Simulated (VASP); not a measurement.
Set up this calculation in VASP 6.6.1, as the native input.

```
Task                   : relaxation of cell and atoms
Functional             : PBE
Potentials or basis    : VASP PAW PBE potentials, release 64 (Si, C)
Cutoff                 : 600 eV
k mesh                 : 8 × 8 × 2
Occupations            : fermi-dirac, width 0.05 eV
Spin                   : no spin polarisation
Further INCAR settings : ALGO = Normal; EDIFF = 1e-06; IBRION = 2; EDIFFG = -0.005; NSW = 40; ISIF = 3
```

The structure of SiC lies in POSCAR:

```
SiC
1.0
    3.0800000000      0.0000000000      0.0000000000
   -1.5400000000      2.6673582437      0.0000000000
    0.0000000000      0.0000000000     15.1200000000
Si C
6 6
Direct
    0.0000000000      0.0000000000      0.0000000000
    0.3333333333      0.6666666667      0.1666666667
    0.6666666667      0.3333333333      0.3333333333
    0.0000000000      0.0000000000      0.5000000000
    0.6666666667      0.3333333333      0.6666666667
    0.3333333333      0.6666666667      0.8333333333
    0.0000000000      0.0000000000      0.1250000000
    0.3333333333      0.6666666667      0.2916666667
    0.6666666667      0.3333333333      0.4583333333
    0.0000000000      0.0000000000      0.6250000000
    0.6666666667      0.3333333333      0.7916666667
    0.3333333333      0.6666666667      0.9583333333
```

The cell was built by a generator and needn't be a form met in nature.

These files were run (other wordings do the same):

INCAR

```
SYSTEM = SiC
PREC = Accurate
ENCUT = 600
EDIFF = 1E-6
ISMEAR = -1
SIGMA = 0.05
LREAL = .False.
LASPH = .True.
NELM = 80
ALGO = Normal
ISIF = 3
LWAVE = .False.
LCHARG = .False.
GGA = PE
IBRION = 2
NSW = 40
EDIFFG = -0.005
KPAR = 4
```

KPOINTS

```
Automatic mesh
0
Gamma
  8 8 2
  0 0 0
```

Potentials or basis: VASP PAW PBE potentials, release 64 (Si, C).

Launch:

```bash
$ cat potpaw_PBE.64/Si/POTCAR potpaw_PBE.64/C/POTCAR > POTCAR
$ mpirun -np 4 vasp_std > vasp.out
```

It gave:

The relaxed volume is 10.49 Å³/atom, the relaxed cell is a = 3.094 Å, b = 3.094 Å, c = 15.182 Å, α = 90.00°, β = 90.00°, γ = 120.00° and the space group after relaxing (to 0.05 Å) is P6_3mc (No. 186). The energy gained by relaxing is 1.3 meV/atom, the ionic steps are 8 and the pressure after relaxing is 0.0 GPa. The band gap on the k mesh is 2.03 eV, indirect (least direct gap 3.12 eV).

Wall time 82 s on 4 MPI ranks on Intel(R) Xeon(R) Platinum 8488C (Sapphire Rapids), with other jobs on the host, peak memory 0.33 GiB a rank.
